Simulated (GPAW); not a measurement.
Input of a GPAW 26.7.0 run:

Contents of run.py:

```python
from ase.dft.bandgap import bandgap
from ase.io import read, write
from gpaw import GPAW, PW

atoms = read('ZnS.cif')

calc = GPAW(mode=PW(600),
            xc={'name': 'C09-vdW', 'backend': 'libvdwxc'},
            kpts={'size': (6, 6, 3), 'gamma': True},
            occupations={'name': 'fermi-dirac', 'width': 0.05},
            nbands=31,
            convergence={'density': 1e-05, 'energy': 1e-05},
            maxiter=150,
            txt='gpaw.txt')
atoms.calc = calc
energy = atoms.get_potential_energy()
forces = atoms.get_forces()
calc.write('gs.gpw')
write('result.traj', atoms)
print(f'Energy: {energy:.6f} eV')
print('Forces (eV/A):')
print(forces.round(4))
print('Fermi level:', round(calc.get_fermi_level(), 4), 'eV')
print(f'Gap: {bandgap(calc)[0]:.4f} eV, direct: {bandgap(calc, direct=True)[0]:.4f} eV')

path = atoms.cell.bandpath('GMKGALHA,LM,KH', npoints=80, eps=1e-4)
bs_calc = calc.fixed_density(kpts=path, symmetry='off', nbands=48,
                             convergence={'bands': 'CBM+6.0', 'eigenstates': 1e-6}, txt='bands.txt')
bs = bs_calc.band_structure()
bs.write('bs.json')
print(f'Gap on the path: {bandgap(bs_calc)[0]:.4f} eV')
```

Contents of ZnS.cif:

```cif
data_ZnS
_cell_length_a 3.81100000
_cell_length_b 3.81100000
_cell_length_c 6.23400000
_cell_angle_alpha 90.00000000
_cell_angle_beta 90.00000000
_cell_angle_gamma 120.00000000
_space_group_name_H-M_alt 'P6_3mc'
_space_group_name_Hall 'P 6c -2c'
_space_group_IT_number 186
loop_
_space_group_symop_operation_xyz
'x,y,z'
'x-y,x,z+1/2'
'-y,x-y,z'
'-x,-y,z+1/2'
'-x+y,-x,z'
'y,-x+y,z+1/2'
'y,x,z+1/2'
'x,x-y,z'
'x-y,-y,z+1/2'
'-y,-x,z'
'-x,-x+y,z+1/2'
'-x+y,y,z'
loop_
_atom_site_label
_atom_site_type_symbol
_atom_site_symmetry_multiplicity
_atom_site_Wyckoff_symbol
_atom_site_fract_x
_atom_site_fract_y
_atom_site_fract_z
_atom_site_occupancy
Zn1 Zn 2 b 0.6666666667 0.3333333333 0.5000000000 1
S1 S 2 b 0.6666666667 0.3333333333 0.8850000000 1
```

Potentials or basis: GPAW PAW data sets (gpaw-data 1.2.1), pw.

Run with:

```console
$ OMP_NUM_THREADS=1 python run.py
```

Question: Estimate the band gap along the path.

Answer: 2.20 eV, direct.

Question: Estimate the largest force.

Answer: 0.335 eV/Å.

Question: Estimate the band gap on the k mesh.

Answer: 2.20 eV, direct.

Levels at the corners of the path, in eV from the valence-band top:
```csv
point,band 16,band 17,band 18,band 19,band 20,band 21
Γ,-0.01,-0.01,0.00,2.20,2.97,6.24
M,-2.25,-1.58,-0.98,3.53,4.23,5.06
K,-2.23,-2.22,-2.22,4.32,5.92,5.92
Γ,-0.01,-0.01,0.00,2.20,2.97,6.24
A,-0.45,-0.45,-0.45,3.48,3.48,6.67
L,-1.66,-1.53,-1.53,3.53,3.53,5.08
H,-3.14,-1.25,-1.25,4.50,4.50,6.33
A,-0.45,-0.45,-0.45,3.48,3.48,6.67
L,-1.66,-1.53,-1.53,3.53,3.53,5.08
M,-2.25,-1.58,-0.98,3.53,4.23,5.06
K,-2.23,-2.22,-2.22,4.32,5.92,5.92
H,-3.14,-1.25,-1.25,4.50,4.50,6.33
```

Caveat: the PAW data sets were made with another functional, which shifts forces and pressure a little.

**Measured values to compare with.**

A printed reference work, monograph reports, for a bulk crystal of ZnS at 4 K: band gap 3.911 eV (direct).

Measured gap of ZnS: 3.911 eV (direct; 4 K; a printed reference work, monograph). This calculation gives 2.20 eV (-1.71 eV). The value is that of C09-vdW, without temperature or zero-point motion.
